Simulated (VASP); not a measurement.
# Fe (Im-3m) in VASP: relaxation of cell and atoms with PBE

Aim: the relaxation of cell and atoms of Fe with PBE.

Program: VASP 6.6.1. These are calculated values, not measurements. Logs are shortened: lines on timing, memory, paths and dates and some standing lists are left out, and cuts for length are marked.

### Step 1. The structure

Symmetry: Im-3m, No. 229, cubic system. The conventional cell has a = 2.886 Å, b = 2.886 Å, c = 2.886 Å, α = 90.00°, β = 90.00°, γ = 90.00°. Fe (site symmetry m-3m) has 8 Fe at 2.50 Å as nearest neighbours.

### Step 2. Relaxation of cell and atoms, PBE, collinear spin, ferromagnetic start

Contents of INCAR:

```
  PREC = Accurate
  ENCUT = 600
  EDIFF = 1E-7
  ISMEAR = 0
  SIGMA = 0.1
  LREAL = F
  LASPH = T
  NELM = 150
  ALGO = Normal
  ISIF = 3
  LWAVE = F
  LCHARG = F
  ISPIN = 2
  MAGMOM = 2.5
  LORBIT = 11
  LMAXMIX = 4
  GGA = PE
  IBRION = 2
  NSW = 80
  EDIFFG = -0.004
```

Contents of KPOINTS:

```
regular mesh
0
Gamma
  20 20 20
```

Contents of POSCAR:

```
Fe
1.0
   -1.4430000000      1.4430000000      1.4430000000
    1.4430000000     -1.4430000000      1.4430000000
    1.4430000000      1.4430000000     -1.4430000000
Fe
1
Direct
    0.0000000000      0.0000000000      0.0000000000
```

Potentials or basis: VASP PAW PBE potentials, release 64 (Fe).

Started as:

```bash
$ cat potpaw_PBE.64/Fe/POTCAR > POTCAR
$ mpirun -np 1 vasp_std > vasp.out
```

OUTCAR:

```text
PREC = Accurate
   ENCUT = 600
   EDIFF = 1E-7
   ISMEAR = 0
   LREAL = F
   LASPH = T
   NELM = 150
   ISIF = 3
   ISPIN = 2
   LORBIT = 11
   GGA = PE
   IBRION = 2
   NSW = 80
   EDIFFG = -0.004

 ion  position               nearest neighbor table
   1  0.000  0.000  0.000-

  LATTYP: Found a body centered cubic cell.
 ALAT       =     2.8860000000

  Lattice vectors:

 A1 = (  -1.4430000000,   1.4430000000,   1.4430000000)
 A2 = (   1.4430000000,  -1.4430000000,   1.4430000000)
 A3 = (   1.4430000000,   1.4430000000,  -1.4430000000)

Analysis of symmetry for initial positions (statically):
=====================================================================
 Subroutine PRICEL returns:
 Original cell was already a primitive cell.

 Routine SETGRP: Setting up the symmetry group for a
 body centered cubic supercell.

 Subroutine GETGRP returns: Found 48 space group operations
 (whereof 48 operations were pure point group operations)
 out of a pool of 48 trial point group operations.

The static configuration has the point symmetry O_h .

Analysis of symmetry for dynamics (positions and initial velocities):
=====================================================================
 Subroutine PRICEL returns:
 Original cell was already a primitive cell.

 Routine SETGRP: Setting up the symmetry group for a
 body centered cubic supercell.

 Subroutine GETGRP returns: Found 48 space group operations
 (whereof 48 operations were pure point group operations)
 out of a pool of 48 trial point group operations.

The dynamic configuration has the point symmetry O_h .

Analysis of structural, dynamic, and magnetic symmetry:
=====================================================================
 Subroutine PRICEL returns:
 Original cell was already a primitive cell.

 Routine SETGRP: Setting up the symmetry group for a
 body centered cubic supercell.

 Subroutine GETGRP returns: Found 48 space group operations
 (whereof 48 operations were pure point group operations)
 out of a pool of 48 trial point group operations.

The overall configuration has the point symmetry O_h .

 Subroutine INISYM returns: Found 48 space group operations
 (whereof 48 operations are pure point group operations),
 and found     1 'primitive' translations

----------------------------------------------------------------------------------------

                                     Primitive cell

  volume of cell :      12.0187

  direct lattice vectors                    reciprocal lattice vectors
    -1.443000000  1.443000000  1.443000000     0.000000000  0.346500347  0.346500347
     1.443000000 -1.443000000  1.443000000     0.346500347  0.000000000  0.346500347
     1.443000000  1.443000000 -1.443000000     0.346500347  0.346500347  0.000000000

  length of vectors
     2.499349315  2.499349315  2.499349315     0.490025489  0.490025489  0.490025489

  position of ions in fractional coordinates (direct lattice)
     0.000000000  0.000000000  0.000000000

  ion indices of the primitive-cell ions
   primitive index   ion index
                 1           1

----------------------------------------------------------------------------------------

 KPOINTS: regular mesh

Automatic generation of k-mesh.
 Grid dimensions read from file:
 generate k-points for:   20   20   20

 Generating k-lattice:

  Cartesian coordinates                     Fractional coordinates (reciprocal lattice)
     0.000000000  0.017325017  0.017325017     0.050000000  0.000000000  0.000000000
     0.017325017  0.000000000  0.017325017     0.000000000  0.050000000  0.000000000
     0.017325017  0.017325017  0.000000000     0.000000000  0.000000000  0.050000000

  Length of vectors
     0.024501274  0.024501274  0.024501274

  Shift w.r.t. Gamma in fractional coordinates (k-lattice)
     0.000000000  0.000000000  0.000000000

 Subroutine IBZKPT returns following result:
 ===========================================

 Found    256 irreducible k-points:

 Following reciprocal coordinates:
            Coordinates               Weight
  0.000000  0.000000  0.000000      1.000000
  0.050000  0.000000  0.000000     12.000000
  0.100000  0.000000  0.000000     12.000000
  0.150000  0.000000  0.000000     12.000000
  0.200000  0.000000  0.000000     12.000000
  0.250000  0.000000  0.000000     12.000000
[... 16 lines left out ...]
  0.200000  0.100000  0.000000     48.000000
  0.250000  0.100000  0.000000     48.000000
 [... further k-points ...]
   k-points           NKPTS =    256   k-points in BZ     NKDIM =    256   number of bands    NBANDS=      9
   number of dos      NEDOS =    301   number of ions     NIONS =      1
   total plane-waves  NPLWV =   8000
   dimension x,y,z NGX =    20 NGY =   20 NGZ =   20
   dimension x,y,z NGXF=    40 NGYF=   40 NGZF=   40
   ions per type =               1
   NGX,Y,Z   is equivalent  to a cutoff of  13.30, 13.30, 13.30 a.u.
   NGXF,Y,Z  is equivalent  to a cutoff of  26.61, 26.61, 26.61 a.u.
 SYSTEM =  unknown system
   PREC   = accura    normal or accurate (medium, high low for compatibility)
   ISTART =      0    job   : 0-new  1-cont  2-samecut
   ICHARG =      2    charge: 1-file 2-atom 10-const
   ISPIN  =      2    spin polarized calculation?
   LNONCOLLINEAR =      F non collinear calculations
   LSORBIT =      F    spin-orbit coupling
   LASPH  =      T    aspherical Exc in radial PAW
   ENCUT  =  600.0 eV  44.10 Ry    6.64 a.u.   4.99  4.99  4.99*2*pi/ulx,y,z
   NELM   =    150;   NELMIN=  2; NELMDL= -5     # of ELM steps
   EDIFF  = 0.1E-06   stopping-criterion for ELM
   LREAL  =      F    real-space projection
   EDIFFG = -.4E-02   stopping-criterion for IOM
   NSW    =     80    number of steps for IOM
   IBRION =      2    ionic relax: 0-MD 1-quasi-New 2-CG
   NFREE  =      1    steps in history (QN), initial steepest desc. (CG)
   ISIF   =      3    stress and relaxation
   ISYM   =      2    0-nonsym 1-usesym 2-fastsym
   POTIM  = 0.5000    time-step for ionic-motion
   TEBEG  =    0.0;   TEEND  =   0.0 temperature during run
   PSTRESS=    0.0 pullay stress
   NELECT =       8.0000    total number of electrons
   NUPDOWN=      -1.0000    fix difference up-down
   EMIN   =  10.00;   EMAX   =-10.00  energy-range for DOS
   EFERMI =   0.00;   METHOD = LEGACY
   ISMEAR =     0;   SIGMA  =   0.10  broadening in eV -4-tet -1-fermi 0-gaus
   EFERMI_NEDOS =   21; number of points for ismear=-14 and -15
   IALGO  =     38    algorithm
   IMIX   =      4    mixing-type and parameters
     AMIX     =   0.40;   BMIX     =  1.00
     AMIX_MAG =   1.60;   BMIX_MAG =  1.00
  volume/ion in A,a.u.               =      12.02        81.11
  Fermi-wavevector in a.u.,A,eV,Ry     =   1.429394  2.701162 27.798962  2.043166
  Thomas-Fermi vector in A             =   2.549352
   LORBIT       =     11    0 simple, 1 ext, 2 COOP (PROOUT), +10 PAW based schemes
   GGA     = PE    functional components
   LHFCALC =     F    Hartree Fock is set to
   AEXX    =    0.0000 exact exchange contribution
   IVDW    =     0    specifies the selected vdW correction
   LEPSILON=     F    determine dielectric tensor
   LRPA    =     F    only Hartree local field effects (RPA)
 conjugate gradient relaxation of ions
 spin polarized calculation
 Gauss-broadening in eV      SIGMA  =   0.10
  energy-cutoff  :      600.00
  volume of cell :       12.02
 maximum number of plane-waves:       420
   NGX =  9   NGY =  9   NGZ =  9

--------------------------------------- Ionic step        1  -------------------------------------------

 number of electron       7.9999995 magnetization       2.2838932

 Free energy of the ion-electron system (eV)
  ---------------------------------------------------
  ext. energy  EPLUGINS =         0.00000000
  ---------------------------------------------------
  free energy    TOTEN  =        -8.22442064 eV

  energy without entropy =       -8.21936588  energy(sigma->0) =       -8.22189326

------------------------ aborting loop because EDIFF is reached ----------------------------------------

  FORCE on cell =-STRESS in cart. coord.  units (eV):
  Direction    XX          YY          ZZ          XY          YZ          ZX
  --------------------------------------------------------------------------------------
  -------------------------------------------------------------------------------------
  Total       -0.7074989     -0.7074989     -0.7074989      0.0000000     -0.0000000     -0.0000000
  in kB      -94.3142553    -94.3142553    -94.3142553      0.0000000     -0.0000000     -0.0000000
  external PRESSURE =     -94.3142553 kB  Pullay stress =       0.0000000 kB
[... 86 lines left out ...]
  FREE ENERGIE OF THE ION-ELECTRON SYSTEM (eV)
  ---------------------------------------------------
  free  energy   TOTEN  =        -8.2450382850 eV

  energy  without entropy=       -8.2397056686  energy(sigma->0) =       -8.24237198

[... ionic steps 4 to 10 ...]

--------------------------------------- Ionic step       11  -------------------------------------------

 number of electron       8.0000006 magnetization       2.1973253

------------------------ aborting loop because EDIFF is reached ----------------------------------------
[... 65 lines left out ...]
--------------------------------------- Ionic step       13  -------------------------------------------

 number of electron       8.0000006 magnetization       2.1971920

 Free energy of the ion-electron system (eV)
  ---------------------------------------------------
  ext. energy  EPLUGINS =         0.00000000
  ---------------------------------------------------
  free energy    TOTEN  =        -8.24503648 eV

  energy without entropy =       -8.23972150  energy(sigma->0) =       -8.24237899

 E-fermi :   5.8194     XC(G=0): -13.1170

 val. band max:        5.8167810158   @ k =  -0.4500  -0.4500   0.3000
 cond. band min:       5.8201721632   @ k =  -0.4000   0.5000   0.1500
 fundamental gap:      0.0033911473
 Fermi energy:         5.8193871233

 spin component 1

 k-point     1 :       0.0000    0.0000    0.0000
  band No.  band energies     occupation
      1      -2.6094      1.00000
      2       3.5150      1.00000
      3       3.5150      1.00000
      4       3.5150      1.00000
      5       4.7261      1.00000
      6       4.7261      1.00000
      7      30.8466      0.00000
      8      30.8466      0.00000
      9      30.8466      0.00000
[... 265 lines left out ...]
 k-point    24 :       0.2500    0.1000    0.0000
  band No.  band energies     occupation
      1       0.5462      1.00000
      2       2.7993      1.00000
      3       3.2561      1.00000
      4       4.5582      1.00000
      5       4.9249      1.00000
      6       5.5302      0.99998
      7      19.5103      0.00000
      8      23.9935      0.00000
      9      27.4717      0.00000

 [... further k-points ...]

 spin component 2

 k-point     1 :       0.0000    0.0000    0.0000
  band No.  band energies     occupation
      1      -2.4413      1.00000
      2       5.4316      1.00000
      3       5.4317      1.00000
      4       5.4317      1.00000
      5       7.4849      0.00000
      6       7.4851      0.00000
      7      30.5945      0.00000
      8      30.5945      0.00000
      9      30.5945      0.00000
[... 304 lines left out ...]
  FREE ENERGIE OF THE ION-ELECTRON SYSTEM (eV)
  ---------------------------------------------------
  free  energy   TOTEN  =        -8.2450364843 eV

  energy  without entropy=       -8.2397214951  energy(sigma->0) =       -8.24237899

 reached required accuracy - stopping structural energy minimisation

 total charge

# of ion       s       p       d       tot
------------------------------------------
    1        0.487   0.542   6.239   7.268

 magnetization (x)

# of ion       s       p       d       tot
------------------------------------------
    1       -0.013  -0.056   2.263   2.195
```

It took 2.2 min on 1 thread of Intel Xeon Platinum 8488C (Sapphire Rapids), shared host; peak memory 0.19 GiB.

Results:

```
Free energy                                           : -8.2450 eV
Relaxed volume                                        : 11.36 Å³/atom
Relaxed cell                                          : a = 2.453 Å, b = 2.453 Å, c = 2.453 Å, α = 109.47°, β = 109.47°, γ = 109.47°
Space group after relaxing (to 0.05 Å)                : Im-3m (No. 229)
Energy gained by relaxing                             : 20.6 meV/atom
Ionic steps                                           : 13
Pressure after relaxing                               : 0.0 GPa
Band gap on the k mesh                                : none (metal or under the smearing width)
Net moment                                            : 2.20 μB per cell
Site moments                                          : Fe +2.19 μB
Valence electrons inside the program's atomic spheres : Fe 7.27
```

Step by step:
```
step  energy change (eV)  largest force (eV/Å)  pressure (GPa)  volume (Å³)
   1              0.0000                0.0000           -9.43        12.02
   2             -0.0063                0.0000            9.50        10.83
   3             -0.0206                0.0000            0.09        11.35
   4             -0.0206                0.0000           -0.11        11.36
   5             -0.0206                0.0000           -0.08        11.36
   6             -0.0206                0.0000           -0.09        11.36
   7             -0.0206                0.0000           -0.10        11.36
   8             -0.0206                0.0000           -0.10        11.36
   9             -0.0206                0.0000           -0.10        11.36
  10             -0.0206                0.0000           -0.10        11.36
  11             -0.0206                0.0000           -0.09        11.36
  12             -0.0206                0.0000           -0.08        11.36
  13             -0.0206                0.0000           -0.04        11.36
```

Final structure:
```
CELL_PARAMETERS angstrom
-1.41615 1.41615 1.41615
1.41615 -1.41615 1.41615
1.41615 1.41615 -1.41615
ATOMIC_POSITIONS crystal
Fe 0.00000 0.00000 0.00000
```
